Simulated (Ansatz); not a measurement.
Space group I4/mcm (No. 140). a = 6.280 Å, b = 6.280 Å, c = 5.398 Å, α = 90.00°, β = 90.00°, γ = 90.00°
```
atom site symmetry x y z
  Co    4a       422  0.0000  0.0000  0.2500
  Sn    8h m.2m  0.1663  0.6663  0.0000
```

Equation of state of this CoSn$_{2}$ structure (not necessarily the ground state), with shape and atoms relaxed at each volume where symmetry leaves them free. It has no gap at any of these volumes. Computed with Ansatz 0.2.0, DFT PBEsol, scalar-relativistic, plane waves, PAW.

Settings: cutoff 420 eV, Γ-centred mesh 8×8×8 on the computed 6-atom cell, Gaussian smearing of 0.10 eV; no spin polarisation.

| V (Å³/atom) | E − E(largest V) (meV/atom) | P (GPa) |
| --- | --- | --- |
| 16.672 | 5.51 | 8.58 |
| 17.205 | -14.94 | 3.91 |
| 17.737 | -21.18 | 0.00 |
| 18.269 | -15.53 | -3.26 |
| 18.801 | 0.00 | -5.95 |

Question: Fit a third-order Birch–Murnaghan equation to E(V).

Answer: V0 = 17.73 Å³/atom, B0 = 119 GPa, B0' = 5.0.

Spin polarisation was left out, and a magnetic state may lie lower.